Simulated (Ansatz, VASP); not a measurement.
# PbS (Galena): VASP beside Ansatz, part 2 of 2

Aim: how closely do two programs agree when they are given the same cell, functional and k mesh? The cell is a member of a volume series, scaled by 1.015 from a relaxed one, so a pressure remains.

VASP 6.6.1 and Ansatz 0.2.0.

So far. Step 3 (Ansatz: single point, LDA, volume scaled by 1.015): The run ends at a pressure of -0.98 GPa. Step 6 (Ansatz: single point, PBE, volume scaled by 1.015): The run ends at a pressure of -0.73 GPa.

## (9) VASP: single point, RPBE, volume scaled by 0.985

Level of this step: RPBE; plane waves and PAW (Pb_d, S) (VASP).

A single point gives forces, pressure and levels at one fixed geometry, so differences don't come from the geometry; what else differs is listed under the comparison. The cell compared in this pair holds 55.36 Å³, against 54.99 Å³ for the pair before.

The input asks for a relaxation, which ended at its first step since no free force or stress exceeded the threshold; so it serves as a single point.

File INCAR:

```
SYSTEM = PbS
PREC = Accurate
ENCUT = 450
EDIFF = 1E-06
NELM = 100
ISMEAR = 0
SIGMA = 0.03
LREAL = .FALSE.
ALGO = Normal
GGA = RP
NBANDS = 16
LORBIT = 11
LWAVE = .FALSE.
LCHARG = .FALSE.
KPAR = 2
IBRION = 2
NSW = 30
ISIF = 4
EDIFFG = -0.01
```

File POSCAR:

```
PbS
1.0
    0.0000000000      3.0248956972      3.0248956972
    3.0248956972      0.0000000000      3.0248956972
    3.0248956972      3.0248956972      0.0000000000
Pb S
1 1
Direct
    0.0000000000      0.0000000000      0.0000000000
    0.5000000000      0.5000000000      0.5000000000
```

File KPOINTS:

```
Automatic mesh
0
Gamma
6 6 6
0 0 0
```

Potentials, in the order of the species: Pb_d and S (PBE family, release 64).

Command:

```
$ mpirun -np 2 vasp_std
```

Numbers of over 12 decimals in the logs are rounded to 6 here.

Log:

```text
[banner, memory and clock lines left out]
running    2 mpi-ranks, on    1 nodes
[...]
|                                                                             |
|               ----> ADVICE to this user running VASP <----                  |
|                                                                             |
|     You enforced a specific xc type in the INCAR file but a different       |
|     [... a line on the potential file left out ...]
|     I HOPE YOU KNOW WHAT YOU ARE DOING!                                     |
|                                                                             |

 LDA part: xc-table for (Slater+PW92), standard interpolation
 POSCAR, INCAR and KPOINTS ok, starting setup
[...]
entering main loop
       N       E                     dE             d eps       ncg     rms          rms(c)
DAV:   1     0.148068533116E+03    0.14807E+03   -0.90230E+03   512   0.115E+03
DAV:   2     0.251153946197E+01   -0.14556E+03   -0.14145E+03   544   0.308E+02
DAV:   3    -0.840861243728E+01   -0.10920E+02   -0.10734E+02   688   0.896E+01
DAV:   4    -0.863698858000E+01   -0.22838E+00   -0.22831E+00   632   0.155E+01
[...]
DAV:  11    -0.810860446228E+01   -0.33642E-04   -0.16816E-04   712   0.142E-01    0.340E-02
DAV:  12    -0.810861063588E+01   -0.61736E-05   -0.15755E-05   648   0.274E-02    0.121E-02
DAV:  13    -0.810861057403E+01    0.61846E-07   -0.53637E-07   560   0.574E-03
   1 F= -.81086106E+01 E0= -.81086106E+01  d E =-.810861E+01
[...]
reached required accuracy - stopping structural energy minimisation
```

Parts of OUTCAR (step 9):

```text
  Total        0.2531433      0.2531433      0.2531433      0.0000000      0.0000000      0.0000000
  in kB        7.3268256      7.3268256      7.3268256      0.0000000      0.0000000      0.0000000
  external PRESSURE =       7.3268256 kB  Pullay stress =       0.0000000 kB

 POSITION                                       TOTAL-FORCE (eV/Angst)
 -----------------------------------------------------------------------------------
      0.00000      0.00000      0.00000        -0.000000      0.000000      0.000000
      3.02490      3.02490      3.02490         0.000000     -0.000000     -0.000000
 -----------------------------------------------------------------------------------
    total drift:                               -0.000000      0.000000      0.000000

  FREE ENERGIE OF THE ION-ELECTRON SYSTEM (eV)
  ---------------------------------------------------
  free  energy   TOTEN  =        -8.1086105740 eV

  energy  without entropy=       -8.1086105740  energy(sigma->0) =       -8.10861057

[... 2 parts as in an earlier step ...]

[... 2 further parts left out ...]
[key lines of the parts left out:]
E-fermi :   5.3392
```

## (10) Ansatz: single point, RPBE, volume scaled by 0.985

The same cell, functional, mesh and smearing now go to Ansatz, which takes its cutoff from its data sets.

The cell is a member of a volume series, scaled by 0.985 from a relaxed one, so a pressure remains.

File input.yaml:

```yaml
crystal:
  lattice:
    - [0.0, 3.0248957, 3.0248957]
    - [3.0248957, 0.0, 3.0248957]
    - [3.0248957, 3.0248957, 0.0]
  atoms:
    - { symbol: Pb, position: [0.0, 0.0, 0.0] }
    - { symbol: S, position: [0.5, 0.5, 0.5] }
hamiltonian:
  xc: rpbe
  pseudopotentials: { kind: paw }
kpoints:
  mp_grid: { grid: [6, 6, 6] }
scf:
  occupations: { method: gaussian, width: 0.03 }
  n_extra_bands: 4
output:
  forces: true
  stress: true
  eigenvalues: true
```

Command:

```
$ ansatz run input.yaml --threads 2 --pin off --max-ram 4608MiB --backend cpu --events-out ev --progress --plain --runs-dir out
```

Log:

```text
[...]
Crystal: 2 atoms, lattice volume = 55.356 Å³
Basis set: ecut = 420 eV, 1067 PW (Γ), exchange–correlation on 60×60×60 points (8 copies of the dense FFT grid, shifted against one another)
Bands: 14, of which v1, the nominal top of the filled ones, is band 10 counted from 1 (9 counted from 0)
Symmetry: 48 space group operations
[...]
k-points: 16 of 216
[...]
P = ⅓ Tr σ = 0.7801 GPa (7.801 kbar)
--- Band table (eV; the first three rows and the last of 16) ---
  k-point 0: bands = [... 6 lower, 1.5723, 5.7709, 5.7709, 5.7709, 12.7636, 12.7636, 12.7636, 14.5766]
  k-point 1: bands = [... 6 lower, 0.9555, 5.8365, 5.8365, 6.2162, 11.1282, 11.6987, 11.6987, 14.5341]
  k-point 2: bands = [... 6 lower, -0.1961, 6.0049, 6.0049, 7.0018, 9.2719, 10.3516, 10.3516, 15.1938]
  k-point 15: bands = [... 6 lower, 0.0993, 3.3392, 4.1281, 6.0644, 10.8432, 12.0836, 12.7223, 14.4868]
[key lines of the parts left out:]
SCF converged after 6 iterations
Free energy (F): -12828.311226 eV
Fermi energy:    7.948293 eV
```

Elapsed: 1.1 s, on 2 threads of Arm Neoverse N1, shared host; peak memory 0.29 GiB; 1.8 s of CPU time.

The run ends at a pressure of 0.78 GPa.

## (11) Differences

What differs besides the data sets and the points named for the pairs above, as far as they apply: Ansatz makes its cores anew for this functional, VASP keeps those of its PBE data sets. Total energies have different zeros and are not compared.

The two programs side by side:

```
              quantity  Ansatz   VASP  difference
        pressure (GPa)    0.78   0.73       +0.05
gap on the k mesh (eV)   0.660  0.665      -0.006
```

A gap on the mesh is an upper bound, since the band edges may lie between its points; neither run holds spin-orbit coupling, which can move the band edges of a compound of Pb. Ansatz's pressure holds a Pulay correction of 0.01 GPa; VASP's holds none.

## (12) Summary of results

```
difference in gap on the k mesh (single point, LDA, volume scaled by 1.015)  : 0.025 eV
difference in gap on the k mesh (single point, PBE, volume scaled by 1.015)  : -0.0060 eV
difference in gap on the k mesh (single point, RPBE, volume scaled by 0.985) : -0.0056 eV
```

In words: The difference in gap on the k mesh is 0.025 eV (single point, LDA, volume scaled by 1.015), within the 0.08 eV picked in this series as the mark of a large difference. For single point, LDA, volume scaled by 1.015, no further run moves any of the tabulated differences by more than a quarter of its size. 3 further runs of this series are not shown here. Such differences can come from data sets, numerical settings and the points named under the comparisons, not from the functional's error against experiment.

[Lines on the potential files, build, host, timing and source positions are cut from VASP's logs without a mark.]

[Logs are printed without paths, hosts, clocks, repeated set-up lines and the standing remarks that a program may print on its own settings, such as how far it seeks lower states.]

[Hosts, paths, dates, database ids (printed as entryN), source tags and the programs' standing remarks are cut or masked in the printed files.]
